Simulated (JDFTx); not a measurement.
# Dy (Im-3m) in JDFTx: reference runs

Aim: a first look at Dy with PBE, on the cell as given and on a disturbed one, and energy against volume gives the equilibrium volume and stiffness.

Program: JDFTx 1.7.0 (patched build). These are calculated values, not measurements. Logs are shortened: lines on timing, memory, paths and dates and some standing lists are left out, and cuts for length are marked. The log counts tension as positive stress, the text compression.

### 1 The crystal as given

The structure is cubic, space group Im-3m (No. 229). The conventional cell has a = 4.001 Å, b = 4.001 Å, c = 4.001 Å, α = 90.00°, β = 90.00°, γ = 90.00°. Around Dy (site symmetry m-3m) lie 8 Dy at 3.46 Å.

This isn't the form of Dy at room conditions, which is hcp.

### 2 Single point, PBE

Dy.in

```
lattice \
   -3.7801744047     3.7801744047     3.7801744047 \
    3.7801744047    -3.7801744047     3.7801744047 \
    3.7801744047     3.7801744047    -3.7801744047
coords-type Lattice
ion Dy     0.0000000000     0.0000000000     0.0000000000 1

ion-species pseudo/Dy.upf
elec-cutoff 24
elec-ex-corr gga-PBE
kpoint-folding 9 9 9
elec-smearing Fermi 0.0018374661
elec-n-bands 11
electronic-SCF nIterations 100 energyDiffThreshold 1e-09
electronic-minimize nIterations 30 energyDiffThreshold 1e-7
converge-empty-states yes
forces-output-coords Cartesian

dump-name run.$VAR
dump End Ecomponents EigStats BandEigs Kpoints Forces Stress
```

Potentials or basis: PseudoDojo-SR-PBE-0.4 3+ lanthanide files with smoothed tails.

Started as:

```console
> jdftx -c 1 -i Dy.in -o Dy.out
```

Log:

```text
*************** JDFTx 1.7.0 (patched build) ***************

Input parsed successfully to the following command list (including defaults):
[... the input with its defaults ...]

---------- Setting up symmetries ----------

Found 48 point-group symmetries of the bravais lattice
Found 48 space-group symmetries with basis
Applied RMS atom displacement 0 bohrs to make symmetries exact.

---------- Initializing the Grid ----------
R =
[     -3.78017      3.78017      3.78017  ]
[      3.78017     -3.78017      3.78017  ]
[      3.78017      3.78017     -3.78017  ]
unit cell volume = 216.071
G =
[ -1.68117e-17   0.831071   0.831071  ]
[   0.831071 -1.68117e-17   0.831071  ]
[   0.831071   0.831071 -1.68117e-17  ]
Minimum fftbox size, Smin = [  32  32  32  ]
Chosen fftbox size, S = [  32  32  32  ]

---------- Exchange Correlation functional ----------
Initalized PBE GGA exchange.
Initalized PBE GGA correlation.

---------- Setting up pseudopotentials ----------
Width of ionic core gaussian charges (only for fluid interactions / plotting) set to 0

Reading pseudopotential file 'pseudo/Dy.upf':
  'Dy' pseudopotential, 'PBE' functional
  Generated using ONCVPSP code by D. R. Hamann
  11 valence electrons, 4 orbitals, 7 projectors, 1001 radial grid points, with lMax = 3
    5S    l: 0   occupation:  2.0   eigenvalue: -1.941434
    5P    l: 1   occupation:  6.0   eigenvalue: -1.047782
    5D    l: 2   occupation:  1.0   eigenvalue: -0.084965
    6S    l: 0   occupation:  2.0   eigenvalue: -0.156731
  Core radius for overlap checks: 2.49 bohrs.

Initialized 1 species with 1 total atoms.

Folded 1 k-points by 9x9x9 to 729 k-points.

---------- Setting up k-points, bands, fillings ----------
Reduced to 35 k-points under symmetry.
Computing the number of bands and number of electrons
Calculating initial fillings.
nElectrons:  11.000000   nBands: 11   nStates: 35

----- Setting up reduced wavefunction bases (one per k-point) -----
average nbasis = 1212.536 , ideal nbasis = 1213.407

---------- Setting up ewald sum ----------
Optimum gaussian width for ewald sums = 2.360259 bohr.
Real space sum over 2197 unit cells with max indices [  6  6  6  ]
Reciprocal space sum over 2197 terms with max indices [  6  6  6  ]

---------- Allocating electronic variables ----------
Initializing wave functions:  linear combination of atomic orbitals
Note: number of bands (11) exceeds available atomic orbitals (10)
Dy pseudo-atom occupations:   s ( 2 2 )  p ( 6 )  d ( 1 )
	FillingsUpdate:  mu: +0.387230543  nElectrons: 11.000000
LCAOMinimize: Iter:   0  F: -38.7643643426737654  |grad|_K:  5.116e-05  alpha:  1.000e+00
	FillingsUpdate:  mu: +0.387156247  nElectrons: 11.000000
LCAOMinimize: Iter:   1  F: -38.7643697433555658  |grad|_K:  3.548e-06  alpha:  9.748e-01  linmin: -1.804e-02  cgtest:  1.120e-01
LCAOMinimize: Encountered beta<0, resetting CG.
	FillingsUpdate:  mu: +0.387163029  nElectrons: 11.000000
LCAOMinimize: Iter:   2  F: -38.7643697685610533  |grad|_K:  2.673e-07  alpha:  9.459e-01  linmin: -5.163e-05  cgtest:  1.587e-03
	FillingsUpdate:  mu: +0.387162647  nElectrons: 11.000000
LCAOMinimize: Iter:   3  F: -38.7643697687066933  |grad|_K:  1.799e-09  alpha:  9.759e-01  linmin:  4.104e-02  cgtest: -2.803e-01
LCAOMinimize: Converged (|Delta F|<1.000000e-06 for 2 iters).

-------- Electronic minimization -----------
Will mix electronic density at each iteration.
	FillingsUpdate:  mu: +0.387162647  nElectrons: 11.000000
	FillingsUpdate:  mu: +0.379873284  nElectrons: 11.000000
SCF: Cycle:  0   F: -38.776937690407699   dF: -1.257e-02   |Residual|: 2.376e-02   |deigs|: 6.292e-02
	FillingsUpdate:  mu: +0.377965155  nElectrons: 11.000000
SCF: Cycle:  1   F: -38.777355309321877   dF: -4.176e-04   |Residual|: 1.319e-02   |deigs|: 5.998e-03
	FillingsUpdate:  mu: +0.375918398  nElectrons: 11.000000
SCF: Cycle:  2   F: -38.777503252785721   dF: -1.479e-04   |Residual|: 3.050e-03   |deigs|: 6.032e-03
	FillingsUpdate:  mu: +0.376130963  nElectrons: 11.000000
SCF: Cycle:  3   F: -38.777503471378047   dF: -2.186e-07   |Residual|: 1.117e-03   |deigs|: 9.767e-04
	FillingsUpdate:  mu: +0.375968174  nElectrons: 11.000000
SCF: Cycle:  4   F: -38.777504782449732   dF: -1.311e-06   |Residual|: 1.588e-04   |deigs|: 5.577e-04
	FillingsUpdate:  mu: +0.375951040  nElectrons: 11.000000
SCF: Cycle:  5   F: -38.777504784919188   dF: -2.469e-09   |Residual|: 1.539e-04   |deigs|: 1.313e-04
	FillingsUpdate:  mu: +0.375960606  nElectrons: 11.000000
SCF: Cycle:  6   F: -38.777504798877615   dF: -1.396e-08   |Residual|: 1.135e-05   |deigs|: 7.374e-05
	FillingsUpdate:  mu: +0.375961132  nElectrons: 11.000000
SCF: Cycle:  7   F: -38.777504798983905   dF: -1.063e-10   |Residual|: 2.359e-06   |deigs|: 1.668e-05
	FillingsUpdate:  mu: +0.375960863  nElectrons: 11.000000
SCF: Cycle:  8   F: -38.777504799000724   dF: -1.682e-11   |Residual|: 5.591e-07   |deigs|: 1.211e-05
SCF: Converged (|Delta E|<1.000000e-09 for 2 iters).

Setting wave functions to eigenvectors of Hamiltonian
Converging empty states (this may take a while): |deigs|: 1.021e-04

# Stress tensor in Cartesian coordinates [Eh/a0^3]:
[  1.74385e-05            0            0  ]
[            0  1.74385e-05            0  ]
[            0            0  1.74385e-05  ]

# Ionic positions in lattice coordinates:
ion Dy   0.000000000000000   0.000000000000000   0.000000000000000 1

# Forces in Cartesian coordinates:
force Dy   0.000000000000000   0.000000000000000   0.000000000000000 1

# Energy components:
   Eewald =      -29.1221515363846883
       EH =        6.0184318446972842
     Eloc =      -20.8020670380117743
      Enl =        0.8742155816797099
      Exc =      -10.9190679933248784
 Exc_core =        4.6239144587153573
       KE =       10.5500019267512943
-------------------------------------
     Etot =      -38.7767227558776995
       TS =        0.0007820431230230
-------------------------------------
        F =      -38.7775047990007238

IonicMinimize: Iter:   0  F: -38.777504799000724  |grad|_K:  0.000e+00
IonicMinimize: Converged (|grad|_K<1.000000e-04).

#--- Lowdin population analysis ---
# oxidation-state Dy +0.034

Dumping 'run.eigStats' ...
	eMin: -1.376346 at state 0 ( [ +0.000000 +0.000000 +0.000000 ] spin 0 )
	HOMO: +0.375879 at state 9 ( [ +0.000000 +0.222222 +0.222222 ] spin 0 )
	mu  : +0.375961
	LUMO: +0.377036 at state 16 ( [ +0.111111 +0.222222 +0.222222 ] spin 0 )
	eMax: +0.815739 at state 15 ( [ +0.111111 +0.111111 -0.111111 ] spin 0 )
	HOMO-LUMO gap: +0.001156
	Optical gap  : +0.006940 at state 16 ( [ +0.111111 +0.222222 +0.222222 ] spin 0 )
Done!
```

It took 10 s on 1 thread of Arm Neoverse V2, shared host; peak memory 0.05 GiB.

What came out:

```
Free energy            : -1055.1897 eV
Pressure               : -0.5 GPa
Band gap on the k mesh : none (metal or under the smearing width)
```

Levels at points of the mesh, in eV from the Fermi level:
| k point | band 2 | band 3 | band 4 | band 5 | band 6 | band 7 | band 8 | band 9 |
| --- | --- | --- | --- | --- | --- | --- | --- | --- |
| (0.00, 0.00, 0.00) | -23.15 | -23.15 | -23.15 | -5.20 | 1.75 | 1.75 | 1.75 | 3.91 |

Caveat: the 4f electrons are frozen in the core as for a trivalent ion, so they carry no moment and show no levels. Spin-orbit coupling is left out, which matters for the levels of Dy.

### 3 Single point, PBE (cell strained at random at fixed volume)

Dy.in

```
lattice \
   -3.7234388772     3.8914563167     3.6686859525 \
    3.8829544388    -3.8310663389     3.7763115244 \
    3.6756363651     3.7917657047    -3.6237482652
coords-type Lattice
ion Dy    -0.0068140000    -0.0010850000    -0.0133650000 1

ion-species pseudo/Dy.upf
elec-cutoff 24
elec-ex-corr gga-PBE
kpoint-folding 9 9 9
elec-smearing Fermi 0.0018374661
elec-n-bands 11
electronic-SCF nIterations 100 energyDiffThreshold 1e-09
electronic-minimize nIterations 30 energyDiffThreshold 1e-7
converge-empty-states yes
forces-output-coords Cartesian

dump-name run.$VAR
dump End Ecomponents EigStats BandEigs Kpoints Forces Stress ElecDensity Dtot KEdensity
```

Potentials or basis: PseudoDojo-SR-PBE-0.4 3+ lanthanide files with smoothed tails.

Started as:

```console
> jdftx -c 1 -i Dy.in -o Dy.out
```

Log:

```text
*************** JDFTx 1.7.0 (patched build) ***************

Input parsed successfully to the following command list (including defaults):
[... the input with its defaults ...]

---------- Setting up symmetries ----------

Non-trivial transmission matrix:
[   1   1   0  ]
[   0   1   0  ]
[   0   1   1  ]
with reduced lattice vectors:
[     -3.723439      3.836703      3.668686  ]
[      3.882954      3.828200      3.776312  ]
[      3.675636      3.843654     -3.623748  ]

Found 2 point-group symmetries of the bravais lattice
Found 2 space-group symmetries with basis
Applied RMS atom displacement 0 bohrs to make symmetries exact.

---------- Initializing the Grid ----------
R =
[     -3.72344      3.89146      3.66869  ]
[      3.88295     -3.83107      3.77631  ]
[      3.67564      3.79177     -3.62375  ]
unit cell volume = 216.071
G =
[ -0.0126806   0.814583    0.83604  ]
[   0.812802 0.000234079   0.823125  ]
[   0.837626   0.826492 -0.0245897  ]
Minimum fftbox size, Smin = [  32  32  32  ]
Chosen fftbox size, S = [  32  32  32  ]

---------- Exchange Correlation functional ----------
Initalized PBE GGA exchange.
Initalized PBE GGA correlation.

---------- Setting up pseudopotentials ----------
Width of ionic core gaussian charges (only for fluid interactions / plotting) set to 0

Reading pseudopotential file 'pseudo/Dy.upf':
  'Dy' pseudopotential, 'PBE' functional
  Generated using ONCVPSP code by D. R. Hamann
  11 valence electrons, 4 orbitals, 7 projectors, 1001 radial grid points, with lMax = 3
    5S    l: 0   occupation:  2.0   eigenvalue: -1.941434
    5P    l: 1   occupation:  6.0   eigenvalue: -1.047782
    5D    l: 2   occupation:  1.0   eigenvalue: -0.084965
    6S    l: 0   occupation:  2.0   eigenvalue: -0.156731
  Core radius for overlap checks: 2.49 bohrs.

Initialized 1 species with 1 total atoms.

Folded 1 k-points by 9x9x9 to 729 k-points.

---------- Setting up k-points, bands, fillings ----------
Reduced to 365 k-points under symmetry.
Computing the number of bands and number of electrons
Calculating initial fillings.
nElectrons:  11.000000   nBands: 11   nStates: 365

----- Setting up reduced wavefunction bases (one per k-point) -----
average nbasis = 1213.137 , ideal nbasis = 1213.407

---------- Setting up ewald sum ----------
Optimum gaussian width for ewald sums = 2.363220 bohr.
Real space sum over 2197 unit cells with max indices [  6  6  6  ]
Reciprocal space sum over 2197 terms with max indices [  6  6  6  ]

---------- Allocating electronic variables ----------
Initializing wave functions:  linear combination of atomic orbitals
Note: number of bands (11) exceeds available atomic orbitals (10)
Dy pseudo-atom occupations:   s ( 2 2 )  p ( 6 )  d ( 1 )
	FillingsUpdate:  mu: +0.387204868  nElectrons: 11.000000
LCAOMinimize: Iter:   0  F: -38.7642633640138712  |grad|_K:  1.653e-05  alpha:  1.000e+00
	FillingsUpdate:  mu: +0.387121494  nElectrons: 11.000000
LCAOMinimize: Iter:   1  F: -38.7642690632050204  |grad|_K:  1.894e-06  alpha:  9.453e-01  linmin: -9.949e-03  cgtest:  7.658e-02
	FillingsUpdate:  mu: +0.387127617  nElectrons: 11.000000
LCAOMinimize: Iter:   2  F: -38.7642691256589131  |grad|_K:  2.925e-07  alpha:  7.863e-01  linmin: -8.726e-05  cgtest: -1.747e-02
	FillingsUpdate:  mu: +0.387128189  nElectrons: 11.000000
LCAOMinimize: Iter:   3  F: -38.7642691273165170  |grad|_K:  1.558e-08  alpha:  8.796e-01  linmin:  4.168e-03  cgtest: -3.385e-02
LCAOMinimize: Converged (|Delta F|<1.000000e-06 for 2 iters).

-------- Electronic minimization -----------
Will mix electronic density at each iteration.
	FillingsUpdate:  mu: +0.387128189  nElectrons: 11.000000
	FillingsUpdate:  mu: +0.379955458  nElectrons: 11.000000
SCF: Cycle:  0   F: -38.776785166441059   dF: -1.252e-02   |Residual|: 2.401e-02   |deigs|: 6.150e-02
	FillingsUpdate:  mu: +0.377989552  nElectrons: 11.000000
SCF: Cycle:  1   F: -38.777221544593104   dF: -4.364e-04   |Residual|: 1.322e-02   |deigs|: 6.146e-03
	FillingsUpdate:  mu: +0.375898947  nElectrons: 11.000000
SCF: Cycle:  2   F: -38.777373735415317   dF: -1.522e-04   |Residual|: 2.994e-03   |deigs|: 6.054e-03
	FillingsUpdate:  mu: +0.376100327  nElectrons: 11.000000
SCF: Cycle:  3   F: -38.777374908464402   dF: -1.173e-06   |Residual|: 1.066e-03   |deigs|: 9.206e-04
	FillingsUpdate:  mu: +0.375935310  nElectrons: 11.000000
SCF: Cycle:  4   F: -38.777376059609779   dF: -1.151e-06   |Residual|: 1.366e-04   |deigs|: 4.810e-04
	FillingsUpdate:  mu: +0.375930360  nElectrons: 11.000000
SCF: Cycle:  5   F: -38.777376095340152   dF: -3.573e-08   |Residual|: 9.062e-05   |deigs|: 5.982e-05
	FillingsUpdate:  mu: +0.375933971  nElectrons: 11.000000
SCF: Cycle:  6   F: -38.777376100542227   dF: -5.202e-09   |Residual|: 9.389e-06   |deigs|: 4.633e-05
	FillingsUpdate:  mu: +0.375935995  nElectrons: 11.000000
SCF: Cycle:  7   F: -38.777376101245984   dF: -7.038e-10   |Residual|: 3.789e-06   |deigs|: 3.994e-05
	FillingsUpdate:  mu: +0.375935950  nElectrons: 11.000000
SCF: Cycle:  8   F: -38.777376101379204   dF: -1.332e-10   |Residual|: 1.766e-06   |deigs|: 3.488e-05
SCF: Converged (|Delta E|<1.000000e-09 for 2 iters).

Setting wave functions to eigenvectors of Hamiltonian
Converging empty states (this may take a while): |deigs|: 5.103e-04

# Stress tensor in Cartesian coordinates [Eh/a0^3]:
[  2.62039e-05 -1.12158e-05  2.89215e-05  ]
[ -1.12158e-05 -2.06519e-06  9.72142e-06  ]
[  2.89215e-05  9.72142e-06  3.47849e-05  ]

# Ionic positions in lattice coordinates:
ion Dy  -0.006814000000000  -0.001085000000000  -0.013365000000000 1

# Forces in Cartesian coordinates:
force Dy   0.000000000000000   0.000000000000000   0.000000000000000 1

# Energy components:
   Eewald =      -29.1148836862806704
       EH =        6.0244637963180123
     Eloc =      -20.8157815676485072
      Enl =        0.8741804746005428
      Exc =      -10.9192359131895209
 Exc_core =        4.6239144533645407
       KE =       10.5507356886223445
-------------------------------------
     Etot =      -38.7766067542132475
       TS =        0.0007693471659542
-------------------------------------
        F =      -38.7773761013792040

IonicMinimize: Iter:   0  F: -38.777376101379204  |grad|_K:  0.000e+00
IonicMinimize: Converged (|grad|_K<1.000000e-04).

#--- Lowdin population analysis ---
# oxidation-state Dy +0.034

Dumping 'run.eigStats' ...
	eMin: -1.376478 at state 0 ( [ +0.000000 +0.000000 +0.000000 ] spin 0 )
	HOMO: +0.375844 at state 197 ( [ +0.222222 -0.111111 +0.333333 ] spin 0 )
	mu  : +0.375936
	LUMO: +0.376015 at state 159 ( [ +0.222222 +0.444444 +0.111111 ] spin 0 )
	eMax: +0.812463 at state 56 ( [ +0.111111 +0.111111 -0.333333 ] spin 0 )
	HOMO-LUMO gap: +0.000171
	Optical gap  : +0.002642 at state 133 ( [ +0.222222 +0.111111 +0.222222 ] spin 0 )
Done!
```

Wall time 1.8 min (1 thread of Arm Neoverse V2, shared host); peak memory 0.28 GiB.

Results:

| Item | Value |
| --- | --- |
| Free energy | -1055.1862 eV |
| Pressure | -0.6 GPa |
| Band gap on the k mesh | none (metal or under the smearing width) |

Caveat: the 4f electrons are frozen in the core as for a trivalent ion, so they carry no moment and show no levels. The run has no spin-orbit coupling, so splittings on Dy are missing.

### 4 Equation of state, PBE, 30.10 Å³/atom (volume scaled by 0.94)

Dy.in

```
lattice \
   -3.7030063354     3.7030063354     3.7030063354 \
    3.7030063354    -3.7030063354     3.7030063354 \
    3.7030063354     3.7030063354    -3.7030063354
coords-type Lattice
ion Dy     0.0000000000     0.0000000000     0.0000000000 1

ion-species pseudo/Dy.upf
elec-cutoff 24
elec-ex-corr gga-PBE
kpoint-folding 9 9 9
elec-smearing Fermi 0.0018374661
elec-n-bands 11
electronic-SCF nIterations 100 energyDiffThreshold 1e-09
electronic-minimize nIterations 30 energyDiffThreshold 1e-7
forces-output-coords Cartesian

dump-name run.$VAR
dump End Ecomponents EigStats BandEigs Kpoints Forces Stress
```

Started as:

```console
> jdftx -c 1 -i Dy.in -o Dy.out
```

It took 9.9 s on 1 thread of Arm Neoverse V2, shared host; peak memory 0.06 GiB.

Results (log left out):

* Free energy: -1055.1800 eV
* Pressure: 2.2 GPa
* Band gap on the k mesh: none (metal or under the smearing width)

Caveat: the 4f electrons are frozen in the core as for a trivalent ion, so they carry no moment and show no levels.

### 5 Equation of state, PBE, 30.74 Å³/atom (volume scaled by 0.96)

Dy.in

```
lattice \
   -3.7290847040     3.7290847040     3.7290847040 \
    3.7290847040    -3.7290847040     3.7290847040 \
    3.7290847040     3.7290847040    -3.7290847040
coords-type Lattice
ion Dy     0.0000000000     0.0000000000     0.0000000000 1

ion-species pseudo/Dy.upf
elec-cutoff 24
elec-ex-corr gga-PBE
kpoint-folding 9 9 9
elec-smearing Fermi 0.0018374661
elec-n-bands 11
electronic-SCF nIterations 100 energyDiffThreshold 1e-09
electronic-minimize nIterations 30 energyDiffThreshold 1e-7
forces-output-coords Cartesian

dump-name run.$VAR
dump End Ecomponents EigStats BandEigs Kpoints Forces Stress ElecDensity Dtot KEdensity
```

Started as:

```console
> jdftx -c 1 -i Dy.in -o Dy.out
```

Wall time 10 s (1 thread of Arm Neoverse V2, shared host); peak memory 0.06 GiB.

The run converged. Its results:

```yaml
Free_energy: -1055.1868 eV
Pressure: 1.2 GPa
Band_gap_on_the_k_mesh: none (metal or under the smearing width)
```

Caveat: the 4f electrons are frozen in the core as for a trivalent ion, so they carry no moment and show no levels.

### 6 Equation of state, PBE, 31.38 Å³/atom (volume scaled by 0.98)

Changes to Dy.in since step 5:

```diff
@@ -1,5 +1,5 @@
 lattice \
-   -3.7290847040     3.7290847040     3.7290847040 \
-    3.7290847040    -3.7290847040     3.7290847040 \
-    3.7290847040     3.7290847040    -3.7290847040
+   -3.7548033422     3.7548033422     3.7548033422 \
+    3.7548033422    -3.7548033422     3.7548033422 \
+    3.7548033422     3.7548033422    -3.7548033422
 coords-type Lattice
```

Potentials or basis: PseudoDojo-SR-PBE-0.4 3+ lanthanide files with smoothed tails.

Started as:

```console
> jdftx -c 1 -i Dy.in -o Dy.out
```

It took 10 s on 1 thread of Arm Neoverse V2, shared host; peak memory 0.06 GiB.

The run converged. Its results:

```
Free energy            : -1055.1900 eV
Pressure               : 0.3 GPa
Band gap on the k mesh : none (metal or under the smearing width)
```

Caveat: the 4f electrons are frozen in the core as for a trivalent ion, so they carry no moment and show no levels.

(Continued in part 2 of 2.)
